The bulk modulus is the pressure needed to squeeze a crystal evenly, per fraction of volume lost. For five crystals in the table it has been computed with the density functional revPBE and can be set against a measurement. For SiC and diamond (C) the results are still hidden. The task is to understand the known errors, then to predict the two missing computed values.

Bulk moduli of seven crystals, computed with GPAW 26.7.0: Kohn-Sham DFT with the revPBE functional, plane waves, no spin polarisation and Fermi-Dirac smearing of 0.05 eV. Each computed modulus is taken at the energy minimum of an equation of state fitted to energies at seven volumes, from 0.94 to 1.06 times that of the given cell.

```
formula  space group  volume of the given cell (Å³/atom)                   potentials or basis  wave cutoff (eV)    k-mesh  computed bulk modulus (GPa)  measured bulk modulus (GPa)  range of the values found (GPa)                                                                              what was measured, and how                   source  computed over measured, less one (%)
    ZnS        F-43m                               19.73  GPAW PAW data sets (gpaw data 1.2.1)               600     7x7x7                         64.4                         76.9                        one value                                             B0; experimental value quoted from literature; bulk crystal   arXiv:0911.5022 (2009)                                 -16.3
     Al        Fm-3m                               16.60  GPAW PAW data sets (gpaw data 1.2.1)               600  11x11x11                         77.6                         76.9                        one value                                                       bulk modulus; literature experiment; bulk crystal       pmc:3831299 (2013)                                   0.9
     Cu        Fm-3m                               11.81  GPAW PAW data sets (gpaw data 1.2.1)               600  13x13x13                        124.8                          139                        one value  from linear fit of volume against pressure, 5 to 33 MPa; synchrotron powder XRD under pressure; powder      pmc:10161880 (2023)                                 -10.2
    BAs        F-43m                               13.63  GPAW PAW data sets (gpaw data 1.2.1)               800     8x8x8                        127.2                          148                        one value                                                 literature experimental value; not stated; bulk crystal  arXiv:1911.11281 (2019)                                 -14.1
     BP        F-43m                               11.68  GPAW PAW data sets (gpaw data 1.2.1)               800  10x10x10                        157.0                          174                       173 to 179                     B0, Murnaghan EOS fit with V0 fixed at 93.45 A^3; XRD in diamond anvil cell; powder  arXiv:1505.05714 (2015)                                  -9.8
    SiC        F-43m                               10.35  GPAW PAW data sets (gpaw data 1.2.1)               800  10x10x10                            ?                            ?                                ?                                                                                                       ?                        ?                                     ?
      C        Fd-3m                                5.67  GPAW PAW data sets (gpaw data 1.2.1)               800  10x10x10                            ?                            ?                                ?                                                                                                       ?                        ?                                     ?
```

**(a) Why are BP and ZnS computed too soft?** Each computed modulus belongs to the volume at which revPBE's energy is lowest, not to the given cell. That volume is larger than the given one by 2.3% in BP and 5.3% in ZnS. The given cells are taken to be close to the measured ones; for BP the table confirms this, with 93.45 Å³ for eight atoms. Pressures from the same runs give the modulus at the given volume as well: 171 GPa for BP and 81 GPa for ZnS.

**Solution.** At its own volume revPBE gives BP 157 GPa against 174 measured, and ZnS 64 GPa against 77. Back at the given volume, BP nearly reaches the measured value and ZnS slightly passes it. BAs also comes close. So most of the softness in these three crystals comes from swelling: a stretched bond resists further change of length less. The related functional PBE usually swells solids less and would make the same series stiffer.

Copper limits this explanation. At the given volume it has 160 GPa against 139 measured, so undoing the swelling turns a crystal that is too soft into one that is too stiff. Swelling is therefore not the whole error in every solid. Measured values also contain thermal and zero-point motion, which these calculations leave out.

**(b) Predict the computed modulus of SiC and diamond.**

**Solution.** Volume alone does not fix stiffness: at its lowest energy BAs has 14% more volume per atom than Cu, yet it is computed slightly stiffer. In BAs, as in BP, SiC and diamond, each atom has four directed bonds. In a simple model the modulus then goes as the energy gap between bonding and antibonding states, divided by the volume of a bond. In nonpolar crystals this gap falls roughly as $d^{-2.5}$ with bond length $d$, and the volume of a bond of fixed width grows as $d$, so

$$B = A\,(1-0.11\,\lambda)\,d^{-3.5}.$$

Here $\lambda$ is 0 for SiC and diamond, 1 for BP and BAs, and 2 for ZnS; it lowers $B$ as bonds become more polar. The exponent and the polarity step come from an empirical rule for measured crystals of this family, diamond included. What is tested is whether the rule carries over to revPBE. Only $A$ was fitted, to ZnS, BAs and BP.

For SiC and diamond I assume the same swelling as in BP, which also consists of light atoms. For diamond the volume per atom is then $V = 5.67 \times 1.023 = 5.80$ Å³, and the bond length follows from the tetrahedral geometry:

$$d = \tfrac{\sqrt3}{2}\,V^{1/3} = 1.556\ \text{Å}, \qquad B = 1895 \times 1.556^{-3.5} \approx 403\ \text{GPa}.$$

There is a competing picture. If the valence electrons behaved as a uniform gas of free electrons, with the same number per atom in each crystal, $B$ would go as $V^{-5/3}$. With one fitted constant this describes the three known crystals about as well, and it agrees with the bond rule for SiC. For diamond it gives 538 GPa. I choose the bond rule because the electrons sit in directed bonds.

The forecasts are:

- SiC: 200 GPa ± 10%, somewhat stiffer than BP.
- Diamond: 403 GPa ± 12%, about twice SiC.
- Both computed values fall below the measured ones.

The ranges are judgement, since three crystals give no real statistics; the rule makes ZnS 10% too stiff. SiC could come out softer, because its bond is polar although $\lambda$ is 0. Less swelling than in BP would make either crystal stiffer.

**(c) Which forecasts held, and what do they decide?**

The withheld rows as computed:

```
formula  space group  volume of the given cell (Å³/atom)                   potentials or basis  wave cutoff (eV)    k-mesh  computed bulk modulus (GPa)  measured bulk modulus (GPa)  range of the values found (GPa)                                what was measured, and how                         source  computed over measured, less one (%)
    SiC        F-43m                               10.35  GPAW PAW data sets (gpaw data 1.2.1)               800  10x10x10                        206.3                          225                        one value   bulk modulus B; quoted earlier experiment; bulk crystal             pmc:9505936 (2022)                                  -8.3
      C        Fd-3m                                5.67  GPAW PAW data sets (gpaw data 1.2.1)               800  10x10x10                        422.1                          442                   441.8 to 444.8  B0 from ultrasound; ultrasonic measurement; bulk crystal  arXiv:cond-mat/0702656 (2007)                                  -4.5
```

**Solution.** Both moduli lie within their ranges. The forecast is 3% below the computed value for SiC and 4% below it for diamond, which is indeed about twice as stiff as SiC. The third forecast held too: the computed values lie below the measured ones, by 8.3% for SiC and 4.5% for diamond. Swelling is again enough to explain this: at the given volumes the pressures from the runs give 235 GPa for SiC and 448 GPa for diamond, slightly above the measured values.

SiC could not choose between the two pictures. Its volume is close to that of BP, and although the bond rule rises more gently as the volume shrinks, it also drops its reduction for polarity on going from BP to SiC. Diamond has about half the volume of SiC, and there the electron-gas value is 28% too high. From SiC to diamond the modulus rises as the bonds get shorter, but less steeply than the uniform gas predicts. Both rules compare different crystals. Squeezing a single crystal stiffens it much faster: in BP, undoing the swelling of 2.3% raises the modulus by 9%. The bond rule has its own border: applied to the metals Al and Cu, which lack such bonds, with $d$ worked out from the volume as if they were tetrahedral, it is too high by 50% and 33%. The output below lists both fits.

Why both forecasts are slightly low is not fully settled, but the assumed swelling of 2.3% is not the common cause. The runs give 1.6% for diamond and 3.3% for SiC. With its own swelling, diamond's forecast would rise by only $\tfrac{7}{6} \times 0.7\% \approx 0.8\%$, too little to close the gap, and that of SiC would even fall by about 1%. The fitted constant adds to the miss, since ZnS pulls it down and leaves BP 1.6% low as well. Cutoffs and meshes also differ between rows and no convergence test is shown, so differences of a percent or so should not be given a physical cause.

Output of the analysis:

```
Swelling and modulus at the given volume:
  row  swelling in % and assumed on withheld rows  modulus at given volume in GPa or 0 if unknown  deviation from measured in % or 0 if unknown
  ZnS                                       5.334                                           80.54                                         4.728
   Al                                       1.085                                           81.61                                          6.12
   Cu                                        5.15                                           160.2                                         15.27
  BAs                                       3.967                                           149.3                                        0.9093
   BP                                       2.285                                           171.1                                        -1.676
  SiC                                       2.285                                               0                                             0
    C                                       2.285                                               0                                             0
fit of y on 3 rows (tetra > 0): coefficient of shape 1895 +/- 45; rms 4.08, worst ZnS 6.57, leave-one-out rms 5.31
  rows outside the fit (model, value, miss): Al 116.8, 77.6, 39.2; Cu 165.9, 124.8, 41.1; SiC 199.9, 206.3, -6.43; C 403.3, 422.1, -18.8
fit of y on 3 rows (tetra > 0): coefficient of dens 10078 +/- 244; rms 4.19, worst BAs -5.75, leave-one-out rms 7.84
  rows outside the fit (model, value, miss): Al 91.64, 77.6, 14; Cu 151.3, 124.8, 26.5; SiC 197.5, 206.3, -8.84; C 538.3, 422.1, 116
Two rules against the computed modulus with metals outside both fits:
  row  bond rule in GPa  bond rule over computed less one in %  electron-gas rule in GPa  electron-gas rule over computed less one in %
  ZnS             70.97                                   10.2                     64.15                                        -0.3809
   Al             116.8                                  50.49                     91.64                                          18.09
   Cu             165.9                                  32.94                     151.3                                          21.27
  BAs             126.6                                -0.4816                     121.5                                         -4.519
   BP             154.5                                 -1.603                     161.4                                          2.817
  SiC             199.9                                 -3.117                     197.5                                         -4.287
    C             403.3                                 -4.446                     538.3                                          27.54
SiC forecast lower end in GPa: 179.9
SiC forecast upper end in GPa: 219.9
Diamond forecast lower end in GPa: 354.9
Diamond forecast upper end in GPa: 451.7
Computed modulus of BP over that of Cu: 1.258
```
